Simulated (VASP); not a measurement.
From an Ansatz input to VASP: HfS₂ (strained 1T (CdI2) bulk)

Ansatz input

```yaml
crystal:
  lattice:
    - [3.7392048372, 0.0, 0.0]
    - [-1.8696024186, 3.238246379, 0.0]
    - [0.0, 0.0, 6.0547088951]
  atoms:
    - { symbol: Hf, position: [0.0, 0.0, 0.0] }
    - { symbol: S, position: [0.3333333333, 0.6666666667, 0.2301663116] }
    - { symbol: S, position: [0.6666666667, 0.3333333333, 0.7698336884] }
kpoints:
  mp_grid: { grid: [12, 12, 4] }
  band_path:
    path:
      - [0.0, 0.0, 0.0]
      - [0.5, 0.0, 0.0]
      - [0.3333333333, 0.3333333333, 0.0]
      - [0.0, 0.0, 0.5]
      - [0.5, 0.0, 0.5]
      - [0.3333333333, 0.3333333333, 0.5]
      - [0.0, 0.25, 0.25]
      - [-0.067708, 0.135417, 0.0]
      - [0.0, 0.5, 0.5]
    npoints: 1
hamiltonian:
  xc: pbe
scf:
  occupations: { method: fermi_dirac, width: 0.02 }
  n_extra_bands: 4
output:
  forces: true
  stress: true
  eigenvalues: true
```

Which VASP files do the same job?



INCAR

```
LASPH = .TRUE.
NELM = 120
LREAL = .FALSE.
NSW = 0
ISIF = 2
GGA = PE
ENCUT = 520
IBRION = -1
SIGMA = 0.02
PREC = Accurate
EDIFF = 1E-7
LCHARG = .FALSE.
ISMEAR = -1
NBANDS = 18
LWAVE = .FALSE.
```

KPOINTS

```
KPOINTS created by Atomic Simulation Environment
0
Gamma
12 12 4
0 0 0
```

KPOINTS_OPT

```
special points
9
Reciprocal
0.0000000000 0.0000000000 0.0000000000 1
0.5000000000 0.0000000000 0.0000000000 1
0.3333333333 0.3333333333 0.0000000000 1
0.0000000000 0.0000000000 0.5000000000 1
0.5000000000 0.0000000000 0.5000000000 1
0.3333333333 0.3333333333 0.5000000000 1
0.0000000000 0.2500000000 0.2500000000 1
-0.0677080000 0.1354170000 0.0000000000 1
0.0000000000 0.5000000000 0.5000000000 1
```

POSCAR

```
Hf S
 1.0000000000000000
     3.7392048372179811    0.0000000000000000    0.0000000000000000
    -1.8696024186089906    3.2382463789844280    0.0000000000000000
     0.0000000000000000    0.0000000000000000    6.0547088951000001
 Hf  S
   1   2
Cartesian
 -0.0000000000000000  0.0000000000000000  0.0000000000000000
 -0.0000000000000001  2.1588309193229520  1.3935900139830515
  1.8696024186089903  1.0794154596614760  4.6611188811169484
```

VASP ran with the recommended PBE PAW datasets (22 valence electrons in the cell). Other inputs would serve too.

```
                              Ansatz       VASP
gap between bands v and c    1.31 eV    1.33 eV
         least direct gap    1.92 eV    1.93 eV
                 pressure   -1.4 GPa   -2.0 GPa
            largest force  0.09 eV/Å  0.03 eV/Å
```

Datasets and cutoffs are each program's own. VASP's cell holds 22 valence electrons and Ansatz's 38. Ansatz's stress includes a Pulay correction; VASP's doesn't.
